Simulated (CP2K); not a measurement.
CdSe (Cadmoselite):

```
Cd Se
1.0
     4.30000    0.00000    0.00000
    -2.15000    3.72391    0.00000
     0.00000    0.00000    7.02000
Cd Se
2 2
Cartesian
  2.1500 1.2413 3.5100
  0.0000 2.4826 0.0000
  2.1500 1.2413 6.2127
  0.0000 2.4826 2.7027
```

Program: CP2K 2026.2. Alike in all runs: task band structure; no spin polarisation; cell as given; k mesh 7 × 7 × 4.

Question: Order these runs on this cell by their pressure, lowest first.
A. level LDA; potentials or basis GTH_POTENTIALS Cd GTH-PADE-q12, Se GTH-PADE-q6; TZVP-MOLOPT-PBE-GTH basis; smearing fermi-dirac 0.0259 eV; EPS_DEFAULT 1.0E-10; points a segment of the path (NPOINTS) 10; bands added on the path 4; CUTOFF of the grids 450 Ry
B. level r2SCAN; potentials or basis POTENTIAL_UZH Cd GTH-SCAN-q12, Se GTH-SCAN-q6; TZVP-MOLOPT-SCAN-GTH basis; smearing fermi-dirac 0.05 eV; EPS_DEFAULT 1.0E-10; points a segment of the path (NPOINTS) 6; bands added on the path 6; CUTOFF of the grids 675 Ry
C. level PBE; potentials or basis POTENTIAL_UZH Cd GTH-PBE-q12, Se GTH-PBE-q6; TZVP-MOLOPT-PBE-GTH basis; smearing fermi-dirac 0.0259 eV; EPS_DEFAULT 1.0E-9; points a segment of the path (NPOINTS) 10; bands added on the path 6; CUTOFF of the grids 450 Ry

Answer: A (-1.3 GPa), B (1.6 GPa), C (3.6 GPa).

Caveats: the basis of atomic orbitals isn't converged, which shifts pressures, moduli and gaps.
